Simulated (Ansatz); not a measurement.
# HfB2 (P6/mmm) in Ansatz: further runs

The runs below take HfB2 through single point, with LDA+U.

All numbers are computed with Ansatz 0.2.0; they aren't measurements. Logs are shortened: lines on timing, memory, paths and dates and some standing lists are left out, and cuts for length are marked.

## 1. Starting point

It takes space group P6/mmm (No. 191, hexagonal). The conventional cell has a = 3.140 Å, b = 3.140 Å, c = 3.480 Å, α = 90.00°, β = 90.00°, γ = 120.00°. Around Hf (site symmetry 6/mmm) lie 12 B at 2.51 Å. B (site symmetry -6m2) is surrounded by 3 B at 1.81 Å.

## 2. Single point, LDA+U

The input, input.yaml:

```yaml
crystal:
  lattice:
    - [3.14, 0.0, 0.0]
    - [-1.57, 2.7193197679, 0.0]
    - [0.0, 0.0, 3.48]
  atoms:
    - { symbol: Hf, position: [0.0, 0.0, 0.0] }
    - { symbol: B, position: [0.6666666667, 0.3333333333, 0.5] }
    - { symbol: B, position: [0.3333333333, 0.6666666667, 0.5] }
hamiltonian:
  xc: lda
  pseudopotentials: { kind: paw }
  hubbard: { sites: [{ species: Hf, l: d, u_eff: 4.0 }] }
kpoints:
  mp_grid: { grid: [10, 10, 8] }
scf:
  occupations: { method: fermi_dirac, width: 0.05 }
output:
  forces: true
  stress: true
  eigenvalues: true
```

Potentials or basis: Ansatz PAW.

Started as:

```console
> ansatz run input.yaml --threads 2 --pin off --max-ram 5632MiB --backend cpu --events-out ev --progress --plain --runs-dir out
```

The log of the run:

```text
Warning: RAYON_NUM_THREADS=2 ignored (pool sized by the plan → 2); use --threads N
Hf: projections on atomic orbitals take those of the free atom [Kr 4d10] 4f14 5s2 5p6 5d2 6s2, of charge +0.00 (hamiltonian.pseudopotentials.projection_atoms); the dataset's partial waves leave at most 4.9e-5 of an orbital's norm unspanned inside its sphere
B: projections on atomic orbitals take those of the free atom [He] 2s2 2p1, of charge +0.00 (hamiltonian.pseudopotentials.projection_atoms); the dataset's partial waves leave at most 3.0e-9 of an orbital's norm unspanned inside its sphere
Engine: ansatz 0.2.0, aarch64-unknown-linux-gnu
Pseudopotentials: kind: paw
Pseudopotential: Hf, paw, valence charge 26, recommended cutoff 420 eV (normal), Hf.paw.azcp
Pseudopotential: B, paw, valence charge 3, recommended cutoff 420 eV (normal), B.paw.azcp
Functional definition: SPW92
  exchange = slater_x
  correlation = pw_c
Crystal: 3 atoms, lattice volume = 29.715 Å³
Basis set: ecut = 420 eV, 563 PW (Γ)
Bands: 20, of which v1, the nominal top of the filled ones, is band 16 counted from 1 (15 counted from 0)
Symmetry: 24 space group operations
Space group: P6/mmm (ITA 191), of the structure as read, at distance tolerance 3.1e-5 Å
k-points: 70 of 800
Non-local potential: Hf, projectors of the file, l = 0: 3, l = 1: 2, l = 2: 2, l = 3: 3
Non-local potential: B, projectors of the file, l = 0: 2, l = 1: 2, l = 2: 1
PAW form: soft (Blöchl's): semilocal exchange-correlation on the pseudo side does not see the compensation charge
PAW frozen core: Hf, regenerated for the run's functional, and the local potential with it (the file was generated under x = pbe(κ = 0.804, μ = 0.2195149727645171), c = pbe(β = 0.06672455060314922))
PAW frozen core: B, regenerated for the run's functional, and the local potential with it (the file was generated under x = pbe(κ = 0.804, μ = 0.2195149727645171), c = pbe(β = 0.06672455060314922))
PAW one-centre angular grid: Hf, 590 points (default); XC on 64 Gauss nodes
PAW one-centre angular grid: B, 110 points (default); XC on 64 Gauss nodes
Initial density: superposition of atomic densities (chi_scale 0.1, normalization cell, long waves kept (reshape's long-wave potential 0.00 eV rms))
Initial wavefunctions: pseudopotential atomic-orbital guess
Functional: x = slater, c = lda
SCF iter   1: F=—  HF=-15776.366406 eV  |F-HF|=—  |Δ(HF+E_count)|=         —  Δρ=7.92e-2  dr2=3.25e0  ethr=3.10e-3  ⟨swp⟩=3.8  Hψ=5446  notcnv=0
preconditioner: auto → none  [metal: Δε(μ)=0.080 eV  Ē_g=17.363 eV  σ=0.050 eV  W_gap=0.34  n_scr=8 (ndim 8)  ℏωp=37.3 eV  f_vac=0.000  D(μ)=0.52/eV (n_scr^D=0)  sad-step TF]
SCF iter   2: F=—  HF=-15775.653683 eV  |F-HF|=—  |Δ(HF+E_count)|=   7.13e-1  Δρ=4.13e-2  dr2=8.86e-1  ethr=3.10e-3  ⟨swp⟩=2.8  Hψ=2949  notcnv=0
SCF iter   3: F=—  HF=-15775.500602 eV  |F-HF|=—  |Δ(HF+E_count)|=   1.53e-1  Δρ=1.06e-2  dr2=2.51e-2  ethr=2.77e-3  ⟨swp⟩=2.6  Hψ=2768  notcnv=0
SCF iter   4: F=—  HF=-15775.430679 eV  |F-HF|=—  |Δ(HF+E_count)|=   6.99e-2  Δρ=4.08e-3  dr2=4.45e-3  ethr=7.84e-5  ⟨swp⟩=2.2  Hψ=3264  notcnv=0
SCF iter   5: F=—  HF=-15775.436953 eV  |F-HF|=—  |Δ(HF+E_count)|=   6.27e-3  Δρ=1.36e-3  dr2=5.28e-4  ethr=1.39e-5  ⟨swp⟩=2.0  Hψ=2796  notcnv=0
SCF iter   6: F=—  HF=-15775.436511 eV  |F-HF|=—  |Δ(HF+E_count)|=   4.42e-4  Δρ=1.35e-4  dr2=3.23e-6  ethr=1.65e-6  ⟨swp⟩=2.0  Hψ=2513  notcnv=0
SCF iter   7: F=—  HF=-15775.436512 eV  |F-HF|=—  |Δ(HF+E_count)|=   9.95e-7  Δρ=1.09e-5  dr2=2.16e-8  ethr=3.13e-10  ⟨swp⟩=4.4  Hψ=7458  notcnv=0
SCF iter   8: F=-15775.436512 eV  HF=-15775.436512 eV  |F-HF|=1.13e-9  |Δ(HF+E_count)|=   1.05e-8  Δρ=1.71e-6  dr2=1.74e-9  ethr=6.75e-11  ⟨swp⟩=2.3  Hψ=5051  notcnv=0
SCF 1 converged in 8 iterations: F = -15775.436512 eV  dr2 = 1.74e-9
SCF converged after 8 iterations
Free energy (F): -15775.436512 eV
Harris-Foulkes:  -15775.436512 eV  (|F-HF|=1.13e-9)
Internal energy: -15775.433592 eV  (E = F + TS)
E sigma→0 (E₀):  -15775.435052 eV
Entropy (-TS):   -0.002921 eV (-0.974 meV/atom)
Fermi energy:    20.622878 eV
--- Per-component energies (eV) ---
  E_band       = 114.796193
  E_kinetic    = 526.261233
  E_local      = -5287.398271  (includes V_loc(G=0)·N_el)
  E_nonlocal   = -1209.103904
  E_hartree    = 2510.750108
  E_xc         = -364.272282
  E_vxc        = -346.381661  (∫ρ·V_xc dr)
  E_hubbard    = 4.166170  (on-site DFT+U / exact-exchange correction)
  E_vhub       = 2.396665  (the Hubbard potential's part of the band-sum identity)
  E_paw        = -6831.382980  (= ΣΔE_a)
  E_vpaw       = 1407.519858  (= ΣTr[D̂ρ^β])
  E_aug_tail   = -0.000010  (compensation charges beyond the density's cutoff)
  E_ewald      = -5127.002568
  E_core_change = 2.548911  (= ΣΔE_core)
  E_smearing   = -0.002921  (= −TS)
  E_closure    = -0.000000  (closes the sum)
  Σ components = -15775.436512   (vs F -15775.436512, Δ=0.00e0)
--- Forces (eV/Å), atoms counted from 1 ---
  atom   1  Hf    -0.00000000    -0.00000000     0.00000000
  atom   2  B     -0.00000000     0.00000000     0.00000000
  atom   3  B     -0.00000000    -0.00000000     0.00000000
  max |Σ_I F_I| component: 3.70e-17 eV/Å
--- Stress (GPa, compression-positive) ---
       -7.417792       0.000000       0.000000
       -0.000000      -7.417792       0.000000
        0.000000       0.000000      -3.841169
  P = ⅓ Tr σ = -6.2256 GPa (-62.256 kbar)
--- Band table (eV; the first three rows and the last of 70) ---
  k-point 0: bands = ["-41.9134", "-10.7590", "-10.2776", "-10.2776", "6.7423", "8.0662", "8.0883", "8.0969", "8.0969", "8.1004", "8.1004", "8.1951", "17.6273", "17.6406", "17.6406", "17.8090", "24.7737", "24.7737", "25.1521", "25.1521"]
  k-point 1: bands = ["-41.9107", "-10.7977", "-10.2747", "-10.2747", "6.9834", "8.0640", "8.0883", "8.0975", "8.0975", "8.0998", "8.0998", "8.1952", "16.0357", "17.7956", "17.7956", "19.3205", "23.3381", "23.3381", "24.6513", "24.6513"]
  k-point 2: bands = ["-41.9031", "-10.8910", "-10.2676", "-10.2676", "7.6553", "8.0652", "8.0881", "8.0907", "8.0907", "8.1070", "8.1070", "8.1952", "14.3322", "18.2405", "18.2405", "20.8624", "22.0753", "22.0753", "23.4994", "23.4994"]
  k-point 69: bands = ["-41.8545", "-10.8379", "-10.8187", "-10.6785", "8.0804", "8.0867", "8.0890", "8.0963", "8.0994", "8.1176", "8.1684", "11.2035", "12.1506", "14.9655", "17.1724", "17.3558", "24.9233", "25.8866", "27.0213", "27.4297"]
Occupation matrices written to <dir>
```

It took 2.4 s on 2 threads of Arm Neoverse V2, shared host; peak memory 0.34 GiB.

Results:

```
Free energy            : -15775.4365 eV
Pressure               : -6.2 GPa
Band gap on the k mesh : none (metal or under the smearing width)
```

Stress tensor (GPa, compression positive):
```
-7.42  0.00  0.00
 0.00 -7.42  0.00
 0.00  0.00 -3.84
```

Levels at points of the mesh, in eV from the Fermi level:
```csv
k point,band 13,band 14,band 15,band 16,band 17,band 18,band 19,band 20
"(0.00, 0.00, 0.00)",-3.00,-2.98,-2.98,-2.81,4.15,4.15,4.53,4.53
"(0.00, 0.00, -0.50)",-8.65,-1.33,-1.33,0.41,0.41,1.02,1.02,2.30
"(0.00, -0.50, 0.00)",-9.08,-4.08,-3.58,-2.71,1.89,2.90,5.53,5.63
"(0.00, -0.50, -0.50)",-7.60,-5.01,-4.75,-2.98,3.86,4.13,6.17,7.08
```

Eigenvalues of the final occupation matrices:
```tsv
site	spin	trace	eigenvalues
site 1	1	1.48	0.28 0.28 0.28 0.32 0.32
```

Caveat: U without spin polarisation on a metal has little footing; the PAW data sets come from PBE, with cores solved anew for the run's functional, which leaves a small shift of forces and pressure; the U is typed as a test and isn't derived for this compound. Spin-orbit coupling is left out, which matters for the levels of Hf.

## 3. Single point, LDA+U

Edit input.yaml of step 2 so:

```diff
@@ -12,3 +12,3 @@
   pseudopotentials: { kind: paw }
-  hubbard: { sites: [{ species: Hf, l: d, u_eff: 4.0 }] }
+  hubbard: { sites: [{ species: Hf, l: d, u_eff: 5.0 }] }
 kpoints:
```

Potentials or basis: Ansatz PAW.

Started as:

```console
> ansatz run input.yaml --threads 2 --pin off --max-ram 5632MiB --backend cpu --events-out ev --progress --plain --runs-dir out
```

The log of the run:

```text
Warning: RAYON_NUM_THREADS=2 ignored (pool sized by the plan → 2); use --threads N
Hf: projections on atomic orbitals take those of the free atom [Kr 4d10] 4f14 5s2 5p6 5d2 6s2, of charge +0.00 (hamiltonian.pseudopotentials.projection_atoms); the dataset's partial waves leave at most 4.9e-5 of an orbital's norm unspanned inside its sphere
B: projections on atomic orbitals take those of the free atom [He] 2s2 2p1, of charge +0.00 (hamiltonian.pseudopotentials.projection_atoms); the dataset's partial waves leave at most 3.0e-9 of an orbital's norm unspanned inside its sphere
Engine: ansatz 0.2.0, aarch64-unknown-linux-gnu
Pseudopotentials: kind: paw
Pseudopotential: Hf, paw, valence charge 26, recommended cutoff 420 eV (normal), Hf.paw.azcp
Pseudopotential: B, paw, valence charge 3, recommended cutoff 420 eV (normal), B.paw.azcp
Functional definition: SPW92
  exchange = slater_x
  correlation = pw_c
Crystal: 3 atoms, lattice volume = 29.715 Å³
Basis set: ecut = 420 eV, 563 PW (Γ)
Bands: 20, of which v1, the nominal top of the filled ones, is band 16 counted from 1 (15 counted from 0)
Symmetry: 24 space group operations
Space group: P6/mmm (ITA 191), of the structure as read, at distance tolerance 3.1e-5 Å
k-points: 70 of 800
Non-local potential: Hf, projectors of the file, l = 0: 3, l = 1: 2, l = 2: 2, l = 3: 3
Non-local potential: B, projectors of the file, l = 0: 2, l = 1: 2, l = 2: 1
PAW form: soft (Blöchl's): semilocal exchange-correlation on the pseudo side does not see the compensation charge
PAW frozen core: Hf, regenerated for the run's functional, and the local potential with it (the file was generated under x = pbe(κ = 0.804, μ = 0.2195149727645171), c = pbe(β = 0.06672455060314922))
PAW frozen core: B, regenerated for the run's functional, and the local potential with it (the file was generated under x = pbe(κ = 0.804, μ = 0.2195149727645171), c = pbe(β = 0.06672455060314922))
PAW one-centre angular grid: Hf, 590 points (default); XC on 64 Gauss nodes
PAW one-centre angular grid: B, 110 points (default); XC on 64 Gauss nodes
Initial density: superposition of atomic densities (chi_scale 0.1, normalization cell, long waves kept (reshape's long-wave potential 0.00 eV rms))
Initial wavefunctions: pseudopotential atomic-orbital guess
Functional: x = slater, c = lda
SCF iter   1: F=—  HF=-15775.439578 eV  |F-HF|=—  |Δ(HF+E_count)|=         —  Δρ=8.29e-2  dr2=3.63e0  ethr=3.10e-3  ⟨swp⟩=3.8  Hψ=5447  notcnv=0
preconditioner: auto → none  [metal: Δε(μ)=0.069 eV  Ē_g=17.503 eV  σ=0.050 eV  W_gap=0.32  n_scr=8 (ndim 8)  ℏωp=37.3 eV  f_vac=0.000  D(μ)=0.56/eV (n_scr^D=2)  sad-step TF]
SCF iter   2: F=—  HF=-15774.634255 eV  |F-HF|=—  |Δ(HF+E_count)|=   8.05e-1  Δρ=4.36e-2  dr2=1.01e0  ethr=3.10e-3  ⟨swp⟩=2.8  Hψ=2963  notcnv=0
SCF iter   3: F=—  HF=-15774.469470 eV  |F-HF|=—  |Δ(HF+E_count)|=   1.65e-1  Δρ=1.15e-2  dr2=3.22e-2  ethr=3.10e-3  ⟨swp⟩=2.6  Hψ=2872  notcnv=0
SCF iter   4: F=—  HF=-15774.391697 eV  |F-HF|=—  |Δ(HF+E_count)|=   7.78e-2  Δρ=4.75e-3  dr2=6.77e-3  ethr=1.01e-4  ⟨swp⟩=2.4  Hψ=3323  notcnv=0
SCF iter   5: F=—  HF=-15774.399379 eV  |F-HF|=—  |Δ(HF+E_count)|=   7.68e-3  Δρ=1.80e-3  dr2=9.52e-4  ethr=2.12e-5  ⟨swp⟩=2.0  Hψ=2715  notcnv=0
SCF iter   6: F=—  HF=-15774.398594 eV  |F-HF|=—  |Δ(HF+E_count)|=   7.85e-4  Δρ=1.93e-4  dr2=8.60e-6  ethr=2.98e-6  ⟨swp⟩=2.0  Hψ=2513  notcnv=0
SCF iter   7: F=—  HF=-15774.398591 eV  |F-HF|=—  |Δ(HF+E_count)|=   2.99e-6  Δρ=1.70e-5  dr2=1.19e-7  ethr=2.69e-8  ⟨swp⟩=2.1  Hψ=2496  notcnv=0
SCF iter   8: F=-15774.398591 eV  HF=-15774.398591 eV  |F-HF|=1.15e-8  |Δ(HF+E_count)|=   6.72e-8  Δρ=4.05e-6  dr2=7.40e-9  ethr=3.13e-10  ⟨swp⟩=5.4  Hψ=6501  notcnv=0
SCF 1 converged in 8 iterations: F = -15774.398591 eV  dr2 = 7.40e-9
SCF converged after 8 iterations
Free energy (F): -15774.398591 eV
Harris-Foulkes:  -15774.398591 eV  (|F-HF|=1.15e-8)
Internal energy: -15774.395457 eV  (E = F + TS)
E sigma→0 (E₀):  -15774.397024 eV
Entropy (-TS):   -0.003134 eV (-1.045 meV/atom)
Fermi energy:    20.775350 eV
--- Per-component energies (eV) ---
  E_band       = 113.782646
  E_kinetic    = 526.187119
  E_local      = -5285.663437  (includes V_loc(G=0)·N_el)
  E_nonlocal   = -1209.062480
  E_hartree    = 2509.062183
  E_xc         = -364.279006
  E_vxc        = -346.379373  (∫ρ·V_xc dr)
  E_hubbard    = 5.171163  (on-site DFT+U / exact-exchange correction)
  E_vhub       = 3.008170  (the Hubbard potential's part of the band-sum identity)
  E_paw        = -6831.357333  (= ΣΔE_a)
  E_vpaw       = 1407.574012  (= ΣTr[D̂ρ^β])
  E_aug_tail   = -0.000010  (compensation charges beyond the density's cutoff)
  E_ewald      = -5127.002568
  E_core_change = 2.548911  (= ΣΔE_core)
  E_smearing   = -0.003134  (= −TS)
  E_closure    = 0.000000  (closes the sum)
  Σ components = -15774.398591   (vs F -15774.398591, Δ=0.00e0)
--- Forces (eV/Å), atoms counted from 1 ---
  atom   1  Hf    -0.00000000     0.00000000     0.00000000
  atom   2  B     -0.00000000     0.00000000     0.00000000
  atom   3  B     -0.00000000    -0.00000000     0.00000000
  max |Σ_I F_I| component: 5.55e-17 eV/Å
--- Stress (GPa, compression-positive) ---
       -6.614760       0.000000       0.000000
        0.000000      -6.614760       0.000000
        0.000000       0.000000      -2.102936
  P = ⅓ Tr σ = -5.1108 GPa (-51.108 kbar)
--- Band table (eV; the first three rows and the last of 70) ---
  k-point 0: bands = ["-42.0007", "-10.8403", "-10.3585", "-10.3585", "6.7768", "7.9786", "8.0034", "8.0094", "8.0094", "8.0138", "8.0138", "8.1096", "17.6559", "17.7326", "17.7326", "17.9889", "24.9616", "24.9616", "25.2589", "25.2589"]
  k-point 1: bands = ["-41.9976", "-10.8783", "-10.3557", "-10.3557", "7.0165", "7.9764", "8.0034", "8.0110", "8.0110", "8.0123", "8.0123", "8.1096", "16.1083", "17.8861", "17.8861", "19.4588", "23.4775", "23.4775", "24.7594", "24.7594"]
  k-point 2: bands = ["-41.9886", "-10.9705", "-10.3487", "-10.3487", "7.6845", "7.9803", "8.0032", "8.0043", "8.0043", "8.0194", "8.0194", "8.1097", "14.3869", "18.3259", "18.3259", "21.0199", "22.2218", "22.2218", "23.6129", "23.6129"]
  k-point 69: bands = ["-41.9425", "-10.9185", "-10.8955", "-10.7555", "7.9954", "7.9996", "8.0015", "8.0087", "8.0135", "8.0324", "8.0830", "11.3233", "12.2611", "15.0103", "17.2292", "17.4394", "24.9809", "25.9891", "27.1216", "27.5218"]
Occupation matrices written to <dir>
```

Wall time 2.4 s (2 threads of Arm Neoverse V2, shared host); peak memory 0.34 GiB.

What came out:

```
Free energy            : -15774.3986 eV
Pressure               : -5.1 GPa
Band gap on the k mesh : none (metal or under the smearing width)
```

Levels at points of the mesh, in eV from the Fermi level:
| k point | band 13 | band 14 | band 15 | band 16 | band 17 | band 18 | band 19 | band 20 |
| --- | --- | --- | --- | --- | --- | --- | --- | --- |
| (0.00, 0.00, 0.00) | -3.12 | -3.04 | -3.04 | -2.79 | 4.19 | 4.19 | 4.48 | 4.48 |
| (0.00, 0.00, -0.50) | -8.77 | -1.42 | -1.42 | 0.41 | 0.41 | 1.01 | 1.01 | 2.32 |
| (0.00, -0.50, 0.00) | -9.20 | -4.10 | -3.68 | -2.70 | 1.77 | 2.95 | 5.49 | 5.60 |
| (0.00, -0.50, -0.50) | -7.71 | -5.06 | -4.81 | -3.12 | 3.74 | 4.12 | 6.14 | 7.04 |

Eigenvalues of the final occupation matrices:
```csv
site,spin,trace,eigenvalues
site 1,1,1.47,0.27 0.28 0.28 0.32 0.32
```

Caveat: U without spin polarisation on a metal has little footing; the PAW data sets come from PBE, with cores solved anew for the run's functional, which leaves a small shift of forces and pressure; the U is typed as a test and isn't derived for this compound.

## 4. Single point, LDA+U

Edit input.yaml of step 3 so:

```diff
@@ -12,3 +12,3 @@
   pseudopotentials: { kind: paw }
-  hubbard: { sites: [{ species: Hf, l: d, u_eff: 5.0 }] }
+  hubbard: { sites: [{ species: Hf, l: d, u_eff: 6.0 }] }
 kpoints:
```

Started as:

```console
> ansatz run input.yaml --threads 2 --pin off --max-ram 5632MiB --backend cpu --events-out ev --progress --plain --runs-dir out
```

Run time: 2.4 s. Hardware: 2 threads of Arm Neoverse V2, shared host; peak memory 0.35 GiB.

It converged, with:

- Free energy: -15773.3682 eV
- Pressure: -3.9 GPa
- Band gap on the k mesh: none (metal or under the smearing width)

Stress tensor (GPa, compression positive):
```
-5.75  0.00  0.00
 0.00 -5.75  0.00
 0.00  0.00 -0.30
```

Levels at points of the mesh, in eV from the Fermi level:
```tsv
k point	band 12	band 13	band 14	band 15	band 16	band 17	band 18	band 19	band 20
(0.00, 0.00, 0.00)	-12.91	-3.25	-3.11	-3.11	-2.75	4.22	4.22	4.43	4.43
(0.00, 0.00, -0.50)	-11.63	-8.90	-1.52	-1.52	0.41	0.41	0.99	0.99	2.34
(0.00, -0.50, 0.00)	-9.99	-9.32	-4.13	-3.79	-2.70	1.65	2.99	5.45	5.56
(0.00, -0.50, -0.50)	-10.15	-7.82	-5.11	-4.87	-3.27	3.61	4.11	6.10	6.99
```

Eigenvalues of the final occupation matrices:
| site | spin | trace | eigenvalues |
| --- | --- | --- | --- |
| site 1 | 1 | 1.45 | 0.27 0.27 0.27 0.32 0.32 |

Caveat: U without spin polarisation on a metal has little footing; the PAW data sets come from PBE, with cores solved anew for the run's functional, which leaves a small shift of forces and pressure; the U is typed as a test and isn't derived for this compound. The run has no spin-orbit coupling, so splittings on Hf are missing.

## 5. Overview

```csv
U,gap on the mesh (eV),pressure (GPa)
Hf d U = 4 eV,none,-6.2
Hf d U = 5 eV,none,-5.1
Hf d U = 6 eV,none,-3.9
```

Alike in all rows: task single point; level LDA+U; potentials or basis Ansatz PAW; no spin polarisation; cell as given; k mesh 10 × 10 × 8; cutoff (eV) 420; smearing fermi-dirac 0.05 eV.

Every run on the cell as given and a fine mesh finds a metal.

Caveats: U without spin polarisation on a metal has little footing; the PAW data sets come from PBE, with cores solved anew for the run's functional, which leaves a small shift of forces and pressure; the U is typed as a test and isn't derived for this compound.

Total energies depend on the potentials used, so only differences within one code and one set of settings carry meaning.
